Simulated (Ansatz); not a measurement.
# Be2C (Fm-3m): the size of the finite step

```
Be C
1.0
     0.00000    2.16046    2.16046
     2.16046    0.00000    2.16046
     2.16046    2.16046    0.00000
Be C
2 1
Direct
  0.25000 0.25000 0.25000
  0.75000 0.75000 0.75000
  0.00000 0.00000 0.00000
```

The conventional cell has a = 4.321 Å, b = 4.321 Å, c = 4.321 Å, α = 90.00°, β = 90.00°, γ = 90.00°. Be (atom 1) has 4 C at 1.87 Å as nearest neighbours. C (atom 3) has 8 Be at 1.87 Å as nearest neighbours.

Computed, not measured; unless marked otherwise by r²SCAN, PAW on Ansatz 0.2.0's default frozen-core files (fitted under PBE), scalar-relativistic. k mesh 8×8×8, strains of ±0.003, fixed occupations, cutoff 500 eV. The cell was relaxed by PAW under this functional.

Q: Elastic constants come from stresses at strains of ±0.003 (two-point stencil): C11 = 605.8, C12 = 7.5, C44 = 210.8 GPa. What does an amplitude of 0.08 give?

A: C11 = 618.0, C12 = 9.6, C44 = 212.5 GPa. A large step picks up anharmonic terms.

Known limits: frozen-core PAW files fitted under PBE, their cores solved anew for the functional of the run.
